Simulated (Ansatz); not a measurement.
Runs of Ansatz 0.2.0 on TaN. The structure is hexagonal, space group P-6m2 (No. 187). The conventional cell has a = 2.938 Å, b = 2.938 Å, c = 2.883 Å, α = 90.00°, β = 90.00°, γ = 120.00°. Around Ta (site symmetry -6m2) lie 6 N at 2.23 Å. Around N (site symmetry -6m2) lie 6 Ta at 2.23 Å. 

```csv
level,U,hubbard projectors,double counting,gap on the mesh (eV),pressure (GPa)
LDA+U,Ta d U = 4 eV,ortho-atomic (the default),fll (the default),none,-8.0
LDA+U,Ta d U = 5 eV,ortho-atomic (the default),fll (the default),none,(a)
LDA+U,Ta d U = 2 eV,ortho-atomic (the default),fll (the default),none,-9.9
LDA+U,Ta d U = 8 eV,ortho-atomic (the default),fll (the default),none,-3.0
LDA+U,Ta d U = 6 eV,ortho-atomic (the default),fll (the default),none,-5.8
LDA+U,Ta d U = 3 eV,ortho-atomic (the default),fll (the default),none,-9.0
LDA,-,-,-,none,(c)
LDA+U,Ta d U = 1 eV,ortho-atomic (the default),fll (the default),none,(b)
```

Alike in all rows: task band structure; potentials or basis Ansatz PAW; no spin polarisation; cell as given; k mesh 10 × 10 × 9; cutoff (eV) 420; smearing fermi-dirac 0.05 eV.

Task: Estimate the missing entries.

Result: (a) -6.9; (b) -10.8; (c) -11.6.

Caveats: spin-orbit coupling is left out, which moves the levels of the heavy elements; the PAW data sets come from PBE, with cores solved anew for the run's functional, which leaves a small shift of forces and pressure; U without spin polarisation on a metal has little footing (some runs).

A k mesh can miss the band edges, and the runs leave out spin-orbit coupling on Ta.

A gap of «none» marks a metal or a gap under the smearing width.
